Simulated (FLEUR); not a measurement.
## WC (Qusongite): equation of state with BLYP

WC (Qusongite):

```
W C
1.0
     2.90650    0.00000    0.00000
    -1.45325    2.51710    0.00000
     0.00000    0.00000    2.83660
W C
1 1
Direct
  0.00000 0.00000 0.00000
  0.66667 0.33333 0.50000
```

| Property | Result |
| --- | --- |
| Program | FLEUR MaX-R8.1 (later development tree) |
| Task | equation of state |
| Functional | BLYP |
| Potentials or basis | all-electron |
| Basis | FLAPW |
| Kmax | 5.03 1/bohr |
| k mesh | 10 × 10 × 9 |
| Occupations | fermi-dirac, width 0.05 eV |
| Spin | no spin polarisation |

```
Equilibrium volume                        : 10.89 Å³/atom
Bulk modulus at fixed shape and positions : 351 GPa
Pressure derivative of the bulk modulus   : 4.2 (rough: it moves with the points fitted)
```

Energy against volume, from the lowest point:
```
volume (Å³/atom)  energy (meV/atom)
           9.754             156.40
           9.961             100.37
          10.376              27.87
          10.791               0.00
          10.999               0.16
```

Caveat: the cell was scaled at fixed shape and fractional positions, which overstates the stiffness of a crystal with free parameters, most of all of layers and chains. Spin-orbit coupling is left out, which matters for the levels of W.
